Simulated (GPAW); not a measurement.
# Screening of a field by puckered SnTe monolayer, part 2 of 2

Wanted: the out-of-plane polarisability of puckered SnTe monolayer.

GPAW 26.7.0; GPAW, PAW setups; layer in a repeated cell with vacuum, relaxation of atoms and in-plane cell (the session's first sound run).

So far, dipole along the normal (e·Å): step 2 (relaxation) -4.7e-4; step 3 (the slab's potential) -4.7e-4; step 4 (field on) -0.136.

## (5) Field on

The input, run.py:

```python
import json
import numpy as np
from ase import Atoms
from gpaw import GPAW, PW
from gpaw.external import ConstantElectricField

slab = Atoms(
    ['Sn', 'Te', 'Te', 'Sn'],
    positions=[
        [0.10185, 0.00000, 7.23149],
        [2.21097, 2.26252, 7.00000],
        [4.52375, 0.00000, 10.15580],
        [2.41466, 2.26252, 9.92426]],
    cell=[[4.62549, -0.0, 0.0], [0.0, 4.52505, 0.0], [0.0, 0.0, 17.1558]],
    pbc=[True, True, False])

slab.calc = GPAW(mode=PW(400), xc='PBE', kpts={'size': (6, 6, 1), 'gamma': True},
                 occupations={'name': 'fermi-dirac', 'width': 0.05}, nbands='200%',
                 convergence={'density': 1e-05}, maxiter=200,
                 poissonsolver={'dipolelayer': 'xy'},
                 external=ConstantElectricField(-0.1, [0, 0, 1]),
                 symmetry={'tolerance': 1e-3}, txt='slab.txt')
result = {}
energy = slab.get_potential_energy()
fermi = slab.calc.get_fermi_level()
v = slab.calc.get_electrostatic_potential().mean((0, 1)) - fermi
n = slab.calc.get_pseudo_density().mean((0, 1))
L = slab.cell[2, 2]
z = np.arange(len(v)) * L / len(v)
low, high = slab.positions[:, 2].min(), slab.positions[:, 2].max()
below, above = np.interp([low - 4.8, high + 4.8], z, v)
slopes = [np.interp(x, z, np.gradient(v, z)) for x in (low - 4.8, high + 4.8)]
eps = np.array([[slab.calc.get_eigenvalues(k, s) for k in range(len(slab.calc.get_ibz_k_points()))]
                for s in range(slab.calc.get_number_of_spins())]) - fermi
top, bottom = eps[eps < 0].max(), eps[eps > 0].min()
dipole = slab.get_dipole_moment()[2]
print(f'energy {energy:.4f} eV, Fermi level {fermi:.4f} eV, dipole {dipole:.5f} e A')
print(f'potential 4.8 A off the faces, from the Fermi level: lower {below:.4f} eV, upper {above:.4f} eV')
print(f'slope of the potential there: lower {slopes[0]:.5f}, upper {slopes[1]:.5f} eV/A')
print(f'nearest levels on the mesh: {top:.4f} and {bottom:.4f} eV')
print('magnetic moment', round(slab.get_magnetic_moment(), 3))
result.update(energy=energy, fermi=fermi, dipole=dipole, below=below, above=above, slopes=slopes, edges=[top, bottom],
              z=z.tolist(), v=v.tolist(), n=n.tolist(), positions=slab.positions.tolist(),
              forces=slab.get_forces(apply_constraint=False).tolist(), moments=slab.get_magnetic_moments().tolist())
json.dump(result, open('result.json', 'w'))
```

Run with:

```
> OMP_NUM_THREADS=1 OPENBLAS_NUM_THREADS=1 python run.py
```

Wall time 76 s (1 thread of Arm Neoverse V2, shared host); peak memory 0.31 GiB.

This step gave:

* dipole along the normal: -0.06800 e·Å
* levels nearest the Fermi level on the mesh: -0.5976, 0.6578 eV from the Fermi level
* potential below the slab, the applied field's own ramp left out: 3.496 eV from the Fermi level
* potential above the slab, the applied field's own ramp left out: 4.084 eV from the Fermi level

The electrostatic potential energy of an electron (without an applied field's), less the Fermi level, planar mean by z:

```
z (Å)  electrostatic potential energy of an electron (without an applied field's), less the Fermi level, planar mean (eV)
    0                                                                                                                3.79
    1                                                                                                                3.50
    2                                                                                                                3.50
    3                                                                                                                3.50
    4                                                                                                                3.49
    5                                                                                                                3.32
    6                                                                                                               0.554
    7                                                                                                               -18.9
    8                                                                                                               -2.06
    9                                                                                                              -0.216
   10                                                                                                               -19.1
   11                                                                                                              -0.537
   12                                                                                                                3.78
   13                                                                                                                4.06
   14                                                                                                                4.08
   15                                                                                                                4.08
   16                                                                                                                4.08
   17                                                                                                                3.92
```

The dipole is now -0.0680 e Å, against -4.7e-4 in the run without a field.

## (6) In a field

Edit run.py of step 5 so:

```diff
@@ -20,3 +20,3 @@
                  poissonsolver={'dipolelayer': 'xy'},
-                 external=ConstantElectricField(-0.1, [0, 0, 1]),
+                 external=ConstantElectricField(-0.05, [0, 0, 1]),
                  symmetry={'tolerance': 1e-3}, txt='slab.txt')
```

Wall time 88 s (1 thread); peak memory 0.31 GiB.

Table of electrostatic potential energy of an electron (without an applied field's), less the Fermi level, planar mean by z:

z (Å), electrostatic potential energy of an electron (without an applied field's), less the Fermi level, planar mean (eV) and a bar from the least value:
```
      0.0        3.8 ##############################
      0.5        3.6 ##############################
      1.0        3.6 ##############################
      1.5        3.6 ##############################
      2.0        3.6 ##############################
      2.5        3.6 ##############################
      3.0        3.6 ##############################
      3.5        3.6 ##############################
      4.0        3.6 ##############################
      4.5        3.6 ##############################
      5.0        3.5 #############################
      5.5        2.9 #############################
      6.0        0.7 ##########################
      6.5       -7.0 ################
      7.0      -18.8 
      7.5      -12.8 ########
      8.0       -2.0 ######################
      8.5        1.4 ###########################
      9.0       -0.2 #########################
      9.5       -8.6 ##############
     10.0      -19.2 
     10.5      -10.9 ###########
     11.0       -0.7 ########################
     11.5        2.7 ############################
     12.0        3.6 ##############################
     12.5        3.9 ##############################
     13.0        3.9 ##############################
     13.5        3.9 ##############################
     14.0        3.9 ##############################
     14.5        3.9 ##############################
     15.0        3.9 ##############################
     15.5        3.9 ##############################
     16.0        3.9 ##############################
     16.5        3.9 ##############################
     17.0        3.9 ##############################
```

## (7) In a field

Edit run.py of step 6 so:

```diff
@@ -20,3 +20,3 @@
                  poissonsolver={'dipolelayer': 'xy'},
-                 external=ConstantElectricField(-0.05, [0, 0, 1]),
+                 external=ConstantElectricField(0.05, [0, 0, 1]),
                  symmetry={'tolerance': 1e-3}, txt='slab.txt')
```

It took 91 s on 1 thread; peak memory 0.31 GiB.

## (8) Field on

Edit run.py of step 7 so:

```diff
@@ -20,3 +20,3 @@
                  poissonsolver={'dipolelayer': 'xy'},
-                 external=ConstantElectricField(0.05, [0, 0, 1]),
+                 external=ConstantElectricField(0.1, [0, 0, 1]),
                  symmetry={'tolerance': 1e-3}, txt='slab.txt')
```

The job ended after 78 s (1 thread; peak memory 0.31 GiB).

The dipole is now 0.0680 e Å, against -4.7e-4 in the run without a field.

## (9) In a field

Edit run.py of step 8 so:

```diff
@@ -20,3 +20,3 @@
                  poissonsolver={'dipolelayer': 'xy'},
-                 external=ConstantElectricField(0.1, [0, 0, 1]),
+                 external=ConstantElectricField(0.2, [0, 0, 1]),
                  symmetry={'tolerance': 1e-3}, txt='slab.txt')
```

The job ended after 76 s (1 thread; peak memory 0.31 GiB).

Table of electrostatic potential energy of an electron (without an applied field's), less the Fermi level, planar mean by z:

```
z (Å)  electrostatic potential energy of an electron (without an applied field's), less the Fermi level, planar mean (eV)
  0.0                                                                                                                3.79
  0.5                                                                                                                4.38
  1.0                                                                                                                4.38
  1.5                                                                                                                4.38
  2.0                                                                                                                4.38
  2.5                                                                                                                4.38
  3.0                                                                                                                4.38
  3.5                                                                                                                4.38
  4.0                                                                                                                4.37
  4.5                                                                                                                4.33
  5.0                                                                                                                4.17
  5.5                                                                                                                3.57
  6.0                                                                                                                1.29
  6.5                                                                                                               -6.49
  7.0                                                                                                               -18.5
  7.5                                                                                                               -12.5
  8.0                                                                                                               -1.89
  8.5                                                                                                                1.43
  9.0                                                                                                              -0.339
  9.5                                                                                                               -8.85
 10.0                                                                                                               -19.5
 10.5                                                                                                               -11.3
 11.0                                                                                                               -1.24
 11.5                                                                                                                2.09
 12.0                                                                                                                2.94
 12.5                                                                                                                3.14
 13.0                                                                                                                3.19
 13.5                                                                                                                3.20
 14.0                                                                                                                3.20
 14.5                                                                                                                3.20
 15.0                                                                                                                3.20
 15.5                                                                                                                3.21
 16.0                                                                                                                3.21
 16.5                                                                                                                3.21
 17.0                                                                                                                3.53
```

The dipole is now 0.136 e Å, against -4.7e-4 in the run without a field.

## (10) In a field

Edit run.py of step 9 so:

```diff
@@ -20,3 +20,3 @@
                  poissonsolver={'dipolelayer': 'xy'},
-                 external=ConstantElectricField(0.2, [0, 0, 1]),
+                 external=ConstantElectricField(0.3, [0, 0, 1]),
                  symmetry={'tolerance': 1e-3}, txt='slab.txt')
```

Run time: 82 s. Hardware: 1 thread; peak memory 0.31 GiB.

The dipole is now 0.204 e Å, against -4.7e-4 in the run without a field.

## (11) The series

The members are put on one axis.

This step: induced dipole against applied field (GPAW 26.7.0).

Dipole along the normal against field:

```
field (V/Å)  dipole along the normal (e·Å)
     -0.200                         -0.136
     -0.100                        -0.0680
     -0.050                        -0.0340
      0.000                        -4.7e-4
      0.050                         0.0340
      0.100                         0.0680
      0.200                          0.136
      0.300                          0.204
```

## (12) Results

| Property | Result |
| --- | --- |
| work function, both faces (Fermi level placed in the gap by the smearing) | 3.79 eV |
| ionisation energy from the upper face (highest filled level on the mesh) | 4.39 eV |
| electron affinity from the upper face (lowest empty Kohn-Sham level on the mesh) | 3.13 eV |
| dipole along the normal | -4.7e-4 e Å, near the numerical noise |
| induced dipole per field | 0.680 e Å per V/Å |
| out-of-plane polarisability per area, α/(ε0 A) | 5.88 Å |

What this shows: The field induces 0.680 e Å per V/Å, a polarisable thickness α/(ε0 A) of 5.88 Å beside 3.16 Å between the outermost nuclei. A perfect conductor would give the distance between its two image planes; a dielectric of thickness t gives t(1 - 1/ε). The levels nearest the Fermi level on the mesh lie 1.26 eV apart, so the slab is gapped there: the smearing puts the Fermi level inside the gap, and from either face the ionisation energy is the work function plus 0.60 eV. Both are Kohn-Sham levels on the mesh, and semilocal gaps are too small, so the affinity tends to come out too large and the ionisation energy too small. The induced dipole is linear in the field over this range. With elements this heavy, spin-orbit coupling can move band edges by tenths of an eV. The small printed dipole stands for a step of 4.1 meV from the lower to the upper face, and the probes find 0.018 meV; values this small are near the numerical noise of both. The layer's cell and atoms come from the relaxation; spin-orbit coupling and temperature are left out.

[Logs are printed without paths, hosts, clocks, repeated set-up lines and the standing remarks that a program may print on its own settings, such as how far it seeks lower states.]

[Hosts, paths, dates, database ids (printed as entryN), source tags and the programs' standing remarks are cut or masked in the printed files.]
